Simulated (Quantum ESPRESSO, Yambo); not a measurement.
Planning a run of Quantum ESPRESSO 7.5 on Sb (buckled honeycomb monolayer). The input:

```
&control
  calculation = 'scf'
  prefix = 'x'
  outdir = 'o'
  pseudo_dir = 'pseudo'
/
&system
  ibrav = 0
  nat = 2
  ntyp = 1
  ecutwfc = 72.0
  nbnd = 20
  force_symmorphic = .true.
/
&electrons
  conv_thr = 1e-10
  electron_maxstep = 80
  mixing_beta = 0.5
/
ATOMIC_SPECIES
  Sb 121.76 Sb.upf
CELL_PARAMETERS angstrom
  4.1271537147 -0.0000000002 0.0000000000
  -2.0635768572 3.5742199623 0.0000000000
  0.0000000000 0.0000000000 14.0000000000
ATOMIC_POSITIONS crystal
  Sb 0.3333333333 0.6666666667 0.4415839531
  Sb 0.6666666667 0.3333333333 0.5584160469
K_POINTS automatic
  9 9 1 0 0 0
```

```sh
OMP_NUM_THREADS=1 mpirun -n 4 pw.x -nk 4 -in pw.in > pw.out
```

Q: Estimate wall time and host memory on 4 MPI ranks of Arm Neoverse V1, shared host.

It took 18 s; on shared hardware allow 9.2 s to 37 s. Peak host memory was 0.53 GiB.

[Paths, hosts, dates, memory and timing lines, banners, echoed tables and standing remarks are left out of the program output.]

[Logs are printed without paths, hosts, clocks, repeated set-up lines and the standing remarks that a program may print on its own settings, such as how far it seeks lower states.]

[Runs of the session that timed out or met a known fault of the program may be left out.]

[Hosts, paths, dates, database ids (printed as entryN), source tags and the programs' standing remarks are cut or masked in the printed files.]
